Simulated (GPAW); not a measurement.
# CdSe (Cadmoselite) (P6_3mc) in GPAW: a series of runs

One crystal, CdSe (Cadmoselite), is run at these levels: PBE, optB88-vdW; tasks: equation of state, band structure.

All numbers are computed with GPAW 26.7.0; they aren't measurements. Logs are shortened: lines on timing, memory, paths and dates and some standing lists are left out, and cuts for length are marked. The log counts tension as positive stress, the text compression.

**The experiment to reproduce.**

From a printed reference work, data compilation, for a bulk crystal of CdSe at 2 K: band gap 1.841 eV.

The results are compared with them further down.

### 1 Starting point

The structure is hexagonal, space group P6_3mc (No. 186). The conventional cell has a = 4.300 Å, b = 4.300 Å, c = 7.020 Å, α = 90.00°, β = 90.00°, γ = 120.00°. Cd (site symmetry 3m) has 4 Se at 2.61 to 2.70 Å as nearest neighbours. Se (site symmetry 3m) has 4 Cd at 2.61 to 2.70 Å as nearest neighbours.

### 2 Equation of state, PBE

run.py reads:

```python
from ase.eos import EquationOfState
from ase.io import Trajectory, read
from ase.units import GPa
from gpaw import GPAW

atoms = read('POSCAR')

traj = Trajectory('eos.traj', 'w')
volumes, energies = [], []
for x in [0.94, 0.96, 0.98, 1.0, 1.02, 1.04, 1.06]:
    a = atoms.copy()
    a.set_cell(atoms.cell * x**(1 / 3), scale_atoms=True)
    calc = GPAW(mode='lcao',
                h=0.18,
                basis='sz(dzp)',
                xc='PBE',
                kpts={'size': (5, 5, 3), 'gamma': True},
                occupations={'name': 'fermi-dirac', 'width': 0.05},
                convergence={'density': 1e-05, 'energy': 1e-05},
                maxiter=150,
                txt=f'eos-{x:.2f}.txt')
    a.calc = calc
    energies.append(a.get_potential_energy(force_consistent=True))
    volumes.append(a.get_volume())
    calc.write(f'eos-{x:.2f}.gpw')
    traj.write(a)
    print(f'{x:.2f} {volumes[-1]:10.4f} A^3 {energies[-1]:14.6f} eV', flush=True)

v0, e0, B = EquationOfState(volumes, energies, eos='birchmurnaghan').fit()
print(f'V0 = {v0:.4f} A^3, E0 = {e0:.6f} eV, B0 = {B / GPa:.2f} GPa')
```

POSCAR reads:

```
CdSe
1.0
    4.3000000000      0.0000000000      0.0000000000
   -2.1500000000      3.7239092363      0.0000000000
    0.0000000000      0.0000000000      7.0200000000
Cd Se
2 2
Direct
    0.6666666667      0.3333333333      0.5000000000
    0.3333333333      0.6666666667      0.0000000000
    0.6666666667      0.3333333333      0.8850000000
    0.3333333333      0.6666666667      0.3850000000
```

Potentials or basis: GPAW PAW data sets (gpaw-data 1.2.1), lcao:sz(dzp).

On the command line:

```
$ OMP_NUM_THREADS=1 python run.py
```

What it wrote:

```text
__  _  _
 | _ |_)|_||  |
 |__||  | ||/\| - 26.7.0

Input parameters:
  mode=LCAO(),
  basis={'default': 'sz(dzp)'},
  convergence={'density': 1e-05, 'energy': 1e-05},
  h=0.18,
  kpts=MonkhorstPack(size=(5, 5, 3), gamma=True),
  maxiter=150,
  occupations=Occupations(name='fermi-dirac', width=0.05),
  xc=XC(name='PBE')

            Se

            Cd
        Se

        Cd

Atoms  # Å, Bohr magnetons
|   | symbol |         x |        y |        z |    initial magnetic moments |
|---|--------|-----------|----------|----------|-----------------------------|
| 0 |     Cd |  2.106110 | 1.215963 | 3.438347 | ( 0.0000,  0.0000,  0.0000) |
| 1 |     Cd | -0.000000 | 2.431927 | 0.000000 | ( 0.0000,  0.0000,  0.0000) |
| 2 |     Se |  2.106110 | 1.215963 | 6.085875 | ( 0.0000,  0.0000,  0.0000) |
| 3 |     Se | -0.000000 | 2.431927 | 2.647527 | ( 0.0000,  0.0000,  0.0000) |

Unit cell  # Å
| periodic |         x |        y |        z |  lengths |     angles |
|----------|-----------|----------|----------|----------|------------|
|      yes |  4.212220 | 0.000000 | 0.000000 | 4.212220 |  90.000000 |
|      yes | -2.106110 | 3.647890 | 0.000000 | 4.212220 |  90.000000 |
|      yes |  0.000000 | 0.000000 | 6.876694 | 6.876694 | 120.000000 |

Number of symmetries: 6
Symmetry operations  # r_c * U_cc + t_c -> r_c
|   | kind |            matrix            |
|---|------|------------------------------|
| 0 |  σ   |  1, 1, 0,  0,-1, 0,  0, 0, 1 |
| 1 |  E   |  1, 0, 0,  0, 1, 0,  0, 0, 1 |
| 2 |  C3  |  0, 1, 0, -1,-1, 0,  0, 0, 1 |
| 3 |  σ   |  0,-1, 0, -1, 0, 0,  0, 0, 1 |
| 4 |  σ   | -1, 0, 0,  1, 1, 0,  0, 0, 1 |
| 5 |  C3  | -1,-1, 0,  1, 0, 0,  0, 0, 1 |

BZ-sampling:
  Number of BZ points: 75
  Number of IBZ points: 12

  Monkhorst-Pack size: [5, 5, 3]
  Monkhorst-Pack shift: [0, 0, 0]

K-points  # in reciprocal-cell coordinates
|     |                                coordinates |     weight |
|-----|--------------------------------------------|------------|
|   0 | (  0.00000000,   0.00000000,   0.00000000) | 0.01333333 |
|   1 | (  0.00000000,   0.00000000,   0.33333333) | 0.02666667 |
|   2 | (  0.20000000,   0.00000000,  -0.33333333) | 0.08000000 |
|   3 | (  0.20000000,   0.00000000,   0.00000000) | 0.08000000 |
|   4 | (  0.20000000,   0.00000000,   0.33333333) | 0.08000000 |
|   5 | (  0.40000000,  -0.20000000,   0.00000000) | 0.08000000 |
|   6 | (  0.40000000,  -0.20000000,   0.33333333) | 0.16000000 |
|   7 | (  0.40000000,   0.00000000,  -0.33333333) | 0.08000000 |
|   8 | (  0.40000000,   0.00000000,   0.00000000) | 0.08000000 |
|   9 | (  0.40000000,   0.00000000,   0.33333333) | 0.08000000 |
| ... |                                            |            |
|  11 | (  0.40000000,   0.40000000,   0.33333333) | 0.16000000 |

basis functions: 26
Spin-components: 1 (collinear spins)
Bands:           26
Projectors:      22
Spin-degeneracy: 2
Datatype:        <class 'complex'>

Parallelization:
  kpt:    1
  domain: 1
  band:   1

Density:
  Valence electrons: 36.0
  Components: 1
  Grid points: [20 20 40]
  Charge: 0.0  # |e|

Potential:
  Grid points: [20 20 40]

species:
  Cd:
    name:    Cadmium
    Z:       48.0
    valence: 12
    core:    36
    charge:  0.0  # [|e|]
    compensation charges:
      type: gauss
      rc: 0.38  # [Å]
      lmax: 2
    cutoffs:
      filter: 2.12  # [Å]
      core: 2.62  # [Å]
    projectors
    | kind |    occ | energy [eV] | rcut [Å] |
    |------|--------|-------------|----------|
    |   5s |  2.000 |      -5.655 |    1.191 |
    |   5p |  0.000 |      -1.186 |    1.228 |
    |   4d | 10.000 |     -11.739 |    1.164 |
    |    s |        |      21.556 |    1.191 |
    |    p |        |      26.026 |    1.228 |
    |    d |        |      15.473 |    1.164 |

    LCAO basis set for Cd:
      Name: sz(dzp)
      File: <dir>
      Number of radial functions: 3
      Number of spherical harmonics: 9
        l=0, rc=8.5781 Bohr: 5s-sz confined orbital
        l=1, rc=12.6406 Bohr: 5p-sz confined orbital
        l=2, rc=4.9062 Bohr: 4d-sz confined orbital
      Number of RI-basis functions 0

  Se:
    name:    Selenium
    Z:       34.0
    valence: 6
    core:    28
    charge:  0.0  # [|e|]
    compensation charges:
      type: gauss
      rc: 0.27  # [Å]
      lmax: 2
    cutoffs:
      filter: 1.77  # [Å]
      core: 2.67  # [Å]
    projectors
    | kind |    occ | energy [eV] | rcut [Å] |
    |------|--------|-------------|----------|
    |   4s |  2.000 |     -17.277 |    0.847 |
    |   4p |  4.000 |      -6.512 |    1.005 |
    |    s |        |       9.935 |    0.847 |
    |    p |        |      20.699 |    1.005 |
    |    d |        |       0.000 |    0.847 |

    LCAO basis set for Se:
      Name: sz(dzp)
      File: <dir>
      Number of radial functions: 2
      Number of spherical harmonics: 4
        l=0, rc=5.7344 Bohr: 4s-sz confined orbital
        l=1, rc=7.2656 Bohr: 4p-sz confined orbital
      Number of RI-basis functions 0

Reference energy: -436553.300934  # eV

eigensolver:
  <gpaw.new.lcao.eigensolver.LCAOEigensolver object>
density mixing:
  MSR1-Mixer
  Pratt-step length: 0.05
  Maximum mixing coefficient: 0.75
  Old densities: 10
  SVD Regularization: 0.005
  Good broyden scale: 1.0
  Trust region scale: 1.0
  Backstep threshold: 4.0
  History deletion threshold: 6.0
  Fourier metric: weight=20.0, sigma=0.015

occupation numbers:
  Fermi-Dirac:
    width: 0.0500  # eV

FastPoissonSolver using
    Stencil: 8*3+1=25 point O(h^6) finite-difference Laplacian
    FFT axes: [np.int64(0), np.int64(1), np.int64(2)]
    FST axes: []

xc functional:
  name: PBE with 2 nearest neighbor stencil
interpolation: tri-quintic # 5. degree polynomial

            Se

            Cd
        Se

        Cd

Atoms  # Å, Bohr magnetons
|   | symbol |         x |        y |        z |    initial magnetic moments |
|---|--------|-----------|----------|----------|-----------------------------|
| 0 |     Cd |  2.106110 | 1.215963 | 3.438347 | ( 0.0000,  0.0000,  0.0000) |
| 1 |     Cd | -0.000000 | 2.431927 | 0.000000 | ( 0.0000,  0.0000,  0.0000) |
| 2 |     Se |  2.106110 | 1.215963 | 6.085875 | ( 0.0000,  0.0000,  0.0000) |
| 3 |     Se | -0.000000 | 2.431927 | 2.647527 | ( 0.0000,  0.0000,  0.0000) |

Unit cell  # Å
| periodic |         x |        y |        z |  lengths |     angles |
|----------|-----------|----------|----------|----------|------------|
|      yes |  4.212220 | 0.000000 | 0.000000 | 4.212220 |  90.000000 |
|      yes | -2.106110 | 3.647890 | 0.000000 | 4.212220 |  90.000000 |
|      yes |  0.000000 | 0.000000 | 6.876694 | 6.876694 | 120.000000 |

Number of symmetries: 6
Symmetry operations  # r_c * U_cc + t_c -> r_c
|   | kind |            matrix            |
|---|------|------------------------------|
| 0 |  σ   |  1, 1, 0,  0,-1, 0,  0, 0, 1 |
| 1 |  E   |  1, 0, 0,  0, 1, 0,  0, 0, 1 |
| 2 |  C3  |  0, 1, 0, -1,-1, 0,  0, 0, 1 |
| 3 |  σ   |  0,-1, 0, -1, 0, 0,  0, 0, 1 |
| 4 |  σ   | -1, 0, 0,  1, 1, 0,  0, 0, 1 |
| 5 |  C3  | -1,-1, 0,  1, 0, 0,  0, 0, 1 |

BZ-sampling:
  Number of BZ points: 75
  Number of IBZ points: 12

  Monkhorst-Pack size: [5, 5, 3]
  Monkhorst-Pack shift: [0, 0, 0]

K-points  # in reciprocal-cell coordinates
|     |                                coordinates |     weight |
|-----|--------------------------------------------|------------|
|   0 | (  0.00000000,   0.00000000,   0.00000000) | 0.01333333 |
|   1 | (  0.00000000,   0.00000000,   0.33333333) | 0.02666667 |
|   2 | (  0.20000000,   0.00000000,  -0.33333333) | 0.08000000 |
|   3 | (  0.20000000,   0.00000000,   0.00000000) | 0.08000000 |
|   4 | (  0.20000000,   0.00000000,   0.33333333) | 0.08000000 |
|   5 | (  0.40000000,  -0.20000000,   0.00000000) | 0.08000000 |
|   6 | (  0.40000000,  -0.20000000,   0.33333333) | 0.16000000 |
|   7 | (  0.40000000,   0.00000000,  -0.33333333) | 0.08000000 |
|   8 | (  0.40000000,   0.00000000,   0.00000000) | 0.08000000 |
|   9 | (  0.40000000,   0.00000000,   0.33333333) | 0.08000000 |
| ... |                                            |            |
|  11 | (  0.40000000,   0.40000000,   0.33333333) | 0.16000000 |

basis functions: 26
Spin-components: 1 (collinear spins)
Bands:           26
Projectors:      22
Spin-degeneracy: 2
Datatype:        <class 'complex'>

Parallelization:
  kpt:    1
  domain: 1
  band:   1

Density:
  Valence electrons: 36.0
  Components: 1
  Grid points: [20 20 40]
  Charge: 0.0  # |e|

Potential:
  Grid points: [20 20 40]

species:
  Cd:
    name:    Cadmium
    Z:       48.0
    valence: 12
    core:    36
    charge:  0.0  # [|e|]
    compensation charges:
      type: gauss
      rc: 0.38  # [Å]
      lmax: 2
    cutoffs:
      filter: 2.12  # [Å]
      core: 2.62  # [Å]
    projectors
    | kind |    occ | energy [eV] | rcut [Å] |
    |------|--------|-------------|----------|
    |   5s |  2.000 |      -5.655 |    1.191 |
    |   5p |  0.000 |      -1.186 |    1.228 |
    |   4d | 10.000 |     -11.739 |    1.164 |
    |    s |        |      21.556 |    1.191 |
    |    p |        |      26.026 |    1.228 |
    |    d |        |      15.473 |    1.164 |

    LCAO basis set for Cd:
      Name: sz(dzp)
      File: <dir>
      Number of radial functions: 3
      Number of spherical harmonics: 9
        l=0, rc=8.5781 Bohr: 5s-sz confined orbital
        l=1, rc=12.6406 Bohr: 5p-sz confined orbital
        l=2, rc=4.9062 Bohr: 4d-sz confined orbital
      Number of RI-basis functions 0

  Se:
    name:    Selenium
    Z:       34.0
    valence: 6
    core:    28
    charge:  0.0  # [|e|]
    compensation charges:
      type: gauss
      rc: 0.27  # [Å]
      lmax: 2
    cutoffs:
      filter: 1.77  # [Å]
      core: 2.67  # [Å]
    projectors
    | kind |    occ | energy [eV] | rcut [Å] |
    |------|--------|-------------|----------|
    |   4s |  2.000 |     -17.277 |    0.847 |
    |   4p |  4.000 |      -6.512 |    1.005 |
    |    s |        |       9.935 |    0.847 |
    |    p |        |      20.699 |    1.005 |
    |    d |        |       0.000 |    0.847 |

    LCAO basis set for Se:
      Name: sz(dzp)
      File: <dir>
      Number of radial functions: 2
      Number of spherical harmonics: 4
        l=0, rc=5.7344 Bohr: 4s-sz confined orbital
        l=1, rc=7.2656 Bohr: 4p-sz confined orbital
      Number of RI-basis functions 0

Reference energy: -436553.300934  # eV

eigensolver:
  <gpaw.new.lcao.eigensolver.LCAOEigensolver object>
density mixing:
  MSR1-Mixer
  Pratt-step length: 0.05
  Maximum mixing coefficient: 0.75
  Old densities: 10
  SVD Regularization: 0.005
  Good broyden scale: 1.0
  Trust region scale: 1.0
  Backstep threshold: 4.0
  History deletion threshold: 6.0
  Fourier metric: weight=20.0, sigma=0.015

occupation numbers:
  Fermi-Dirac:
    width: 0.0500  # eV

FastPoissonSolver using
    Stencil: 8*3+1=25 point O(h^6) finite-difference Laplacian
    FFT axes: [np.int64(0), np.int64(1), np.int64(2)]
    FST axes: []

xc functional:
  name: PBE with 2 nearest neighbor stencil
interpolation: tri-quintic # 5. degree polynomial

convergence criteria:
[... 6 lines left out ...]
|iter     | |      energy | eigst |  dens |
|---------|-|-------------|-------|-------|
|iter:   1| |   -8.745998 |      c|       |
|iter:   2| |   -8.721192 |      c| -1.31 |
|iter:   3| |   -8.577082 |      c| -1.34 |
|iter:   4| |   -8.571603 |      c| -1.94 |
|iter:   5| |   -8.571410 |      c| -2.64 |
|iter:   6| |   -8.571405c|      c| -3.87 |
|iter:   7| |   -8.571405c|      c| -4.80 |
|iter:   8| |   -8.571405c|      c| -5.65c|

Converged in 8 steps
Energy contributions relative to reference atoms: (reference = -436553.300934)

Energy contributions:
  Kinetic:          97.891412
  Coulomb:         -85.856848
  Zero:              0.212075
  External:          0.000000
  Xc:              -20.818041
  Entropy:          -0.000006
  Spinorbit:         0.000000
  ----------------------------
  Free energy:      -8.571408
  Extrapolated:     -8.571405

dipole moment: (-0.000000, 0.000000, -17.387732)  # |e|*Ang

Fermi level: 4.804
Eigenvalues  # (at kpt = [0.000, 0.000, 0.000])
| band index |      eig [eV] | occ [0-2] |
|------------|---------------|-----------|
|          0 |        -8.734 |     2.000 |
|        ... |               |           |
|         10 |        -2.776 |     2.000 |
|         11 |        -2.478 |     2.000 |
|         12 |        -0.280 |     2.000 |
|         13 |         3.524 |     2.000 |
|         14 |         3.525 |     2.000 |
|         15 |         4.307 |     2.000 |
[... 8 lines left out ...]
|         24 |        12.819 |     0.000 |
|         25 |        12.819 |     0.000 |

Gap: 0.892 eV
Transition (v -> c):
  (s=0, k=0, n=17, [0.00, 0.00, 0.00]) -> (s=0, k=0, n=18, [0.00, 0.00, 0.00])
No difference between direct/indirect transitions
# Writing to eos-0.94.gpw (mode='')
```

Run time: 82 s. Hardware: 1 thread of Arm Neoverse V2, shared host; peak memory 0.26 GiB.

These settings aren't checked as converged: the numbers below hold their error.

Results:

- Equilibrium volume: 30.69 Å³/atom (rough: see the caveat)
- Bulk modulus at fixed shape and positions: 44 GPa (rough)

Caveat: the minimum lies outside the volumes run; the cell was scaled at fixed shape and fractional positions, which overstates the stiffness of a crystal with free parameters, most of all of layers and chains; the basis of atomic orbitals isn't converged, which shifts pressures, moduli and gaps.

### 3 Equation of state, PBE

run.py: that of step 2 with these lines changed.

```diff
@@ -1,3 +1,4 @@
+from ase import Atoms
 from ase.eos import EquationOfState
-from ase.io import Trajectory, read
+from ase.io import Trajectory
 from ase.units import GPa
@@ -5,3 +6,11 @@
 
-atoms = read('POSCAR')
+atoms = Atoms(['Cd', 'Cd', 'Se', 'Se'],
+              cell=[[4.3, 0.0, 0.0],
+                    [-2.15, 3.7239092363, 0.0],
+                    [0.0, 0.0, 7.02]],
+              scaled_positions=[[0.6666666667, 0.3333333333, 0.5],
+                                [0.3333333333, 0.6666666667, 0.0],
+                                [0.6666666667, 0.3333333333, 0.885],
+                                [0.3333333333, 0.6666666667, 0.385]],
+              pbc=True)
 
@@ -14,3 +23,3 @@
                 h=0.18,
-                basis='sz(dzp)',
+                basis='dz(dzp)',
                 xc='PBE',
```

Potentials or basis: GPAW PAW data sets (gpaw-data 1.2.1), lcao:dz(dzp).

On the command line:

```
$ OMP_NUM_THREADS=1 python run.py
```

It took 2.8 min on 1 thread of Intel Xeon Platinum 8488C (Sapphire Rapids), shared host; peak memory 0.29 GiB.

The run converged, but some of its settings lie outside the range that counts as converged, so its numbers aren't taken as properties of the crystal.

Results:

```yaml
Equilibrium_volume: "30.13 Å³/atom (rough: see the caveat)"
Bulk_modulus_at_fixed_shape_and_positions: 41 GPa (rough)
```

Caveat: the minimum lies outside the volumes run; the cell was scaled at fixed shape and fractional positions, which overstates the stiffness of a crystal with free parameters, most of all of layers and chains; the basis of atomic orbitals isn't converged, which shifts pressures, moduli and gaps.

(Continued in part 2 of 2.)
